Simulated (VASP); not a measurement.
# ZnS (F-43m) in VASP: relaxation of cell and atoms with r2SCAN

Aim: the relaxation of cell and atoms of ZnS with r2SCAN.

All numbers are computed with VASP 6.6.1; they aren't measurements. Logs are shortened: lines on timing, memory, paths and dates and some standing lists are left out, and cuts for length are marked.

## (1) Starting point

It takes space group F-43m (No. 216, cubic). The conventional cell has a = 5.404 Å, b = 5.404 Å, c = 5.404 Å, α = 90.00°, β = 90.00°, γ = 90.00°. Zn (site symmetry -43m) is surrounded by 4 S at 2.34 Å. S (site symmetry -43m) has 4 Zn at 2.34 Å as nearest neighbours.

## (2) Relaxation of cell and atoms, r2SCAN

INCAR

```
PREC = Accurate ; ENCUT = 600
EDIFF = 1E-7 ; ISMEAR = 0
SIGMA = 0.02 ; LREAL = F
LASPH = T ; NELM = 60
ALGO = Normal ; ISIF = 3
LWAVE = F ; LCHARG = F
METAGGA = R2SCAN ; LMIXTAU = T
IBRION = 2 ; NSW = 80
EDIFFG = -0.004
```

KPOINTS

```
Automatic mesh
0
Gamma
  10 10 10
```

POSCAR

```
ZnS
1.0
    0.0000000000      2.7020000000      2.7020000000
    2.7020000000      0.0000000000      2.7020000000
    2.7020000000      2.7020000000      0.0000000000
Zn S
1 1
Direct
    0.2500000000      0.2500000000      0.2500000000
    0.0000000000      0.0000000000      0.0000000000
```

Potentials or basis: VASP PAW PBE potentials, release 64 (Zn, S).

On the command line:

```console
> cat potpaw_PBE.64/Zn/POTCAR potpaw_PBE.64/S/POTCAR > POTCAR
> mpirun -np 1 vasp_std > vasp.out
```

OUTCAR:

```text
PREC = Accurate
   ENCUT = 600
   EDIFF = 1E-7
   ISMEAR = 0
   LREAL = F
   LASPH = T
   NELM = 60
   ISIF = 3
   METAGGA = R2SCAN
   IBRION = 2
   NSW = 80
   EDIFFG = -0.004

 ion  position               nearest neighbor table
   1  0.250  0.250  0.250-   2 2.34   2 2.34   2 2.34   2 2.34
   2  0.000  0.000  0.000-   1 2.34   1 2.34   1 2.34   1 2.34

  LATTYP: Found a face centered cubic cell.
 ALAT       =     5.4040000000

  Lattice vectors:

 A1 = (   0.0000000000,   2.7020000000,   2.7020000000)
 A2 = (   2.7020000000,   0.0000000000,   2.7020000000)
 A3 = (   2.7020000000,   2.7020000000,   0.0000000000)

Analysis of symmetry for initial positions (statically):
=====================================================================
 Subroutine PRICEL returns:
 Original cell was already a primitive cell.

 Routine SETGRP: Setting up the symmetry group for a
 face centered cubic supercell.

 Subroutine GETGRP returns: Found 24 space group operations
 (whereof 24 operations were pure point group operations)
 out of a pool of 48 trial point group operations.

The static configuration has the point symmetry T_d .

Analysis of symmetry for dynamics (positions and initial velocities):
=====================================================================
 Subroutine PRICEL returns:
 Original cell was already a primitive cell.

 Routine SETGRP: Setting up the symmetry group for a
 face centered cubic supercell.

 Subroutine GETGRP returns: Found 24 space group operations
 (whereof 24 operations were pure point group operations)
 out of a pool of 48 trial point group operations.

The dynamic configuration has the point symmetry T_d .

 Subroutine INISYM returns: Found 24 space group operations
 (whereof 24 operations are pure point group operations),
 and found     1 'primitive' translations

----------------------------------------------------------------------------------------

                                     Primitive cell

  volume of cell :      39.4535

  direct lattice vectors                    reciprocal lattice vectors
     0.000000000  2.702000000  2.702000000    -0.185048113  0.185048113  0.185048113
     2.702000000  0.000000000  2.702000000     0.185048113 -0.185048113  0.185048113
     2.702000000  2.702000000  0.000000000     0.185048113  0.185048113 -0.185048113

  length of vectors
     3.821205046  3.821205046  3.821205046     0.320512733  0.320512733  0.320512733

  position of ions in fractional coordinates (direct lattice)
     0.250000000  0.250000000  0.250000000
     0.000000000  0.000000000  0.000000000

  ion indices of the primitive-cell ions
   primitive index   ion index
                 1           1
                 2           2

----------------------------------------------------------------------------------------

 KPOINTS: Automatic mesh

Automatic generation of k-mesh.
 Grid dimensions read from file:
 generate k-points for:   10   10   10

 Generating k-lattice:

  Cartesian coordinates                     Fractional coordinates (reciprocal lattice)
    -0.018504811  0.018504811  0.018504811     0.100000000  0.000000000  0.000000000
     0.018504811 -0.018504811  0.018504811     0.000000000  0.100000000  0.000000000
     0.018504811  0.018504811 -0.018504811     0.000000000  0.000000000  0.100000000

  Length of vectors
     0.032051273  0.032051273  0.032051273

  Shift w.r.t. Gamma in fractional coordinates (k-lattice)
     0.000000000  0.000000000  0.000000000

 Subroutine IBZKPT returns following result:
 ===========================================

 Found     47 irreducible k-points:

 Following reciprocal coordinates:
            Coordinates               Weight
  0.000000  0.000000  0.000000      1.000000
  0.100000  0.000000  0.000000      8.000000
  0.200000  0.000000  0.000000      8.000000
  0.300000  0.000000  0.000000      8.000000
  0.400000  0.000000  0.000000      8.000000
  0.500000  0.000000  0.000000      4.000000
[... 16 lines left out ...]
  0.300000  0.300000  0.000000      6.000000
  0.400000  0.300000  0.000000     24.000000
 [... further k-points ...]
   k-points           NKPTS =     47   k-points in BZ     NKDIM =     47   number of bands    NBANDS=     13
   number of dos      NEDOS =    301   number of ions     NIONS =      2
   total plane-waves  NPLWV =  32768
   dimension x,y,z NGX =    32 NGY =   32 NGZ =   32
   dimension x,y,z NGXF=    64 NGYF=   64 NGZF=   64
   ions per type =               1   1
   NGX,Y,Z   is equivalent  to a cutoff of  13.92, 13.92, 13.92 a.u.
   NGXF,Y,Z  is equivalent  to a cutoff of  27.84, 27.84, 27.84 a.u.
 SYSTEM =  unknown system
   PREC   = accura    normal or accurate (medium, high low for compatibility)
   ISTART =      0    job   : 0-new  1-cont  2-samecut
   ICHARG =      2    charge: 1-file 2-atom 10-const
   ISPIN  =      1    spin polarized calculation?
   LNONCOLLINEAR =      F non collinear calculations
   LSORBIT =      F    spin-orbit coupling
   LASPH  =      T    aspherical Exc in radial PAW
   ENCUT  =  600.0 eV  44.10 Ry    6.64 a.u.   7.63  7.63  7.63*2*pi/ulx,y,z
   NELM   =     60;   NELMIN=  2; NELMDL= -5     # of ELM steps
   EDIFF  = 0.1E-06   stopping-criterion for ELM
   LREAL  =      F    real-space projection
   EDIFFG = -.4E-02   stopping-criterion for IOM
   NSW    =     80    number of steps for IOM
   IBRION =      2    ionic relax: 0-MD 1-quasi-New 2-CG
   NFREE  =      1    steps in history (QN), initial steepest desc. (CG)
   ISIF   =      3    stress and relaxation
   ISYM   =      2    0-nonsym 1-usesym 2-fastsym
   POTIM  = 0.5000    time-step for ionic-motion
   TEBEG  =    0.0;   TEEND  =   0.0 temperature during run
   PSTRESS=    0.0 pullay stress
   NELECT =      18.0000    total number of electrons
   NUPDOWN=      -1.0000    fix difference up-down
   EMIN   =  10.00;   EMAX   =-10.00  energy-range for DOS
   EFERMI =   0.00;   METHOD = LEGACY
   ISMEAR =     0;   SIGMA  =   0.02  broadening in eV -4-tet -1-fermi 0-gaus
   EFERMI_NEDOS =   21; number of points for ismear=-14 and -15
   IALGO  =     38    algorithm
   IMIX   =      4    mixing-type and parameters
     AMIX     =   0.40;   BMIX     =  1.00
     AMIX_MAG =   1.60;   BMIX_MAG =  1.00
  volume/ion in A,a.u.               =      19.73       133.12
  Fermi-wavevector in a.u.,A,eV,Ry     =   1.260290  2.381602 21.610537  1.588330
  Thomas-Fermi vector in A             =   2.393807
   LORBIT       =      0    0 simple, 1 ext, 2 COOP (PROOUT), +10 PAW based schemes
   METAGGA = R2SCAN    functional components
   LHFCALC =     F    Hartree Fock is set to
   AEXX    =    0.0000 exact exchange contribution
   IVDW    =     0    specifies the selected vdW correction
   LEPSILON=     F    determine dielectric tensor
   LRPA    =     F    only Hartree local field effects (RPA)
 conjugate gradient relaxation of ions
 non-spin polarized calculation
 Gauss-broadening in eV      SIGMA  =   0.02
  energy-cutoff  :      600.00
  volume of cell :       39.45
 maximum number of plane-waves:      1363
   NGX = 15   NGY = 15   NGZ = 15

--------------------------------------- Ionic step        1  -------------------------------------------

 number of electron      17.9999998 magnetization

 Free energy of the ion-electron system (eV)
  ---------------------------------------------------
  ext. energy  EPLUGINS =         0.00000000
  ---------------------------------------------------
  free energy    TOTEN  =       -18.86735209 eV

  energy without entropy =      -18.86735209  energy(sigma->0) =      -18.86735209

------------------------ aborting loop because EDIFF is reached ----------------------------------------

  FORCE on cell =-STRESS in cart. coord.  units (eV):
  Direction    XX          YY          ZZ          XY          YZ          ZX
  --------------------------------------------------------------------------------------
  -------------------------------------------------------------------------------------
  Total       -0.1521591     -0.1521591     -0.1521591      0.0000000      0.0000000     -0.0000000
  in kB       -6.1790605     -6.1790605     -6.1790605      0.0000000      0.0000000     -0.0000000
  external PRESSURE =      -6.1790605 kB  Pullay stress =       0.0000000 kB

 VOLUME and BASIS-vectors are now :
 -----------------------------------------------------------------------------
  energy-cutoff  :      600.00
  volume of cell :       39.45
      direct lattice vectors                 reciprocal lattice vectors
     0.000000000  2.702000000  2.702000000    -0.185048113  0.185048113  0.185048113
     2.702000000  0.000000000  2.702000000     0.185048113 -0.185048113  0.185048113
     2.702000000  2.702000000  0.000000000     0.185048113  0.185048113 -0.185048113
[... 73 lines left out ...]
 POSITION                                       TOTAL-FORCE (eV/Angst)
 -----------------------------------------------------------------------------------
      1.34696      1.34696      1.34696         0.000000      0.000000      0.000000
      0.00000      0.00000      0.00000        -0.000000     -0.000000     -0.000000
 -----------------------------------------------------------------------------------
    total drift:                               -0.000026     -0.000026     -0.000026

  FREE ENERGIE OF THE ION-ELECTRON SYSTEM (eV)
  ---------------------------------------------------
  free  energy   TOTEN  =       -18.8681392040 eV

  energy  without entropy=      -18.8681392040  energy(sigma->0) =      -18.86813920

--------------------------------------- Ionic step        4  -------------------------------------------

 number of electron      17.9999994 magnetization

 Free energy of the ion-electron system (eV)
  ---------------------------------------------------
  ext. energy  EPLUGINS =         0.00000000
  ---------------------------------------------------
  free energy    TOTEN  =       -18.86813006 eV

  energy without entropy =      -18.86813006  energy(sigma->0) =      -18.86813006

 E-fermi :   2.0721     XC(G=0): -10.3250

 val. band max:        1.9066547483   @ k =   0.0000   0.0000   0.0000
 cond. band min:       4.6197983749   @ k =   0.0000   0.0000   0.0000
 fundamental gap:      2.7131436266
 Fermi energy:         2.0721226567

 k-point     1 :       0.0000    0.0000    0.0000
  band No.  band energies     occupation
      1     -11.8268      2.00000
      2      -4.6262      2.00000
      3      -4.6261      2.00000
      4      -4.6261      2.00000
      5      -4.0692      2.00000
      6      -4.0692      2.00000
      7       1.9066      2.00000
      8       1.9067      2.00000
      9       1.9067      2.00000
     10       4.6198      0.00000
     11       8.8032      0.00000
     12       8.8033      0.00000
     13       8.8033      0.00000

 k-point     2 :       0.1000    0.0000    0.0000
  band No.  band energies     occupation
      1     -11.7484      2.00000
      2      -4.6249      2.00000
      3      -4.6113      2.00000
      4      -4.6113      2.00000
      5      -4.0705      2.00000
      6      -4.0704      2.00000
      7       1.1426      2.00000
      8       1.8063      2.00000
      9       1.8063      2.00000
     10       5.2011      0.00000
     11       8.7111      0.00000
[... 339 lines left out ...]
 k-point    24 :       0.4000    0.3000    0.0000
  band No.  band energies     occupation
      1     -10.8329      2.00000
      2      -4.6274      2.00000
      3      -4.3627      2.00000
      4      -4.3509      2.00000
      5      -4.0474      2.00000
      6      -4.0094      2.00000
      7      -1.8991      2.00000
      8      -0.1471      2.00000
      9       0.0633      2.00000
     10       6.3332      0.00000
     11       7.0610      0.00000
     12      11.3269      0.00000
     13      12.3057      0.00000

 [... further k-points ...]

------------------------ aborting loop because EDIFF is reached ----------------------------------------

  FORCE on cell =-STRESS in cart. coord.  units (eV):
  Direction    XX          YY          ZZ          XY          YZ          ZX
  --------------------------------------------------------------------------------------
  -------------------------------------------------------------------------------------
  Total        0.0010861      0.0010861      0.0010861      0.0000000      0.0000000     -0.0000000
  in kB        0.0444647      0.0444647      0.0444647      0.0000000      0.0000000     -0.0000000
  external PRESSURE =       0.0444647 kB  Pullay stress =       0.0000000 kB

 VOLUME and BASIS-vectors are now :
 -----------------------------------------------------------------------------
  energy-cutoff  :      600.00
  volume of cell :       39.14
      direct lattice vectors                 reciprocal lattice vectors
     0.000000000  2.694720482  2.694720482    -0.185548001  0.185548001  0.185548001
     2.694720482  0.000000000  2.694720482     0.185548001 -0.185548001  0.185548001
     2.694720482  2.694720482  0.000000000     0.185548001  0.185548001 -0.185548001

 POSITION                                       TOTAL-FORCE (eV/Angst)
 -----------------------------------------------------------------------------------
      1.34736      1.34736      1.34736        -0.000000     -0.000000     -0.000000
      0.00000      0.00000      0.00000         0.000000      0.000000      0.000000
 -----------------------------------------------------------------------------------
    total drift:                               -0.000026     -0.000026     -0.000026

  FREE ENERGIE OF THE ION-ELECTRON SYSTEM (eV)
  ---------------------------------------------------
  free  energy   TOTEN  =       -18.8681300632 eV

  energy  without entropy=      -18.8681300632  energy(sigma->0) =      -18.86813006

 reached required accuracy - stopping structural energy minimisation
```

It took 2.5 min on 1 thread of Intel Xeon 6975P-C (Granite Rapids), shared host; peak memory 0.21 GiB.

What came out:

```
Free energy                            : -18.8681 eV
Relaxed volume                         : 19.57 Å³/atom
Relaxed cell                           : a = 3.811 Å, b = 3.811 Å, c = 3.811 Å, α = 60.00°, β = 60.00°, γ = 60.00°
Space group after relaxing (to 0.05 Å) : F-43m (No. 216)
Energy gained by relaxing              : 0.4 meV/atom
Ionic steps                            : 4
Pressure after relaxing                : 0.0 GPa
Band gap on the k mesh                 : 2.71 eV, direct
```

Step by step:
```csv
step,energy change (eV),largest force (eV/Å),pressure (GPa),volume (Å³)
1,0.0000,0.0000,-0.62,39.45
2,-0.0008,0.0000,0.24,39.02
3,-0.0008,0.0000,0.07,39.10
4,-0.0008,0.0000,0.00,39.14
```

Final structure:
```yaml
crystal:
  lattice:
    - [0.00000, 2.69472, 2.69472]
    - [2.69472, 0.00000, 2.69472]
    - [2.69472, 2.69472, 0.00000]
  atoms:
    - { symbol: Zn, position: [0.25000, 0.25000, 0.25000] }
    - { symbol: S, position: [0.00000, 0.00000, 0.00000] }
```

Levels at points of the mesh, in eV from the valence-band top:
```tsv
k point	band 6	band 7	band 8	band 9	band 10	band 11	band 12	band 13
(0.00, 0.00, 0.00)	-5.98	0.00	0.00	0.00	2.71	6.90	6.90	6.90
(0.50, 0.00, 0.00)	-5.78	-5.45	-0.90	-0.90	3.83	7.39	7.39	9.45
(0.50, 0.50, 0.00)	-5.76	-4.65	-2.31	-2.31	3.71	4.48	11.82	12.88
```

Caveat: the PAW data sets were made with another functional, which shifts forces and pressure a little.
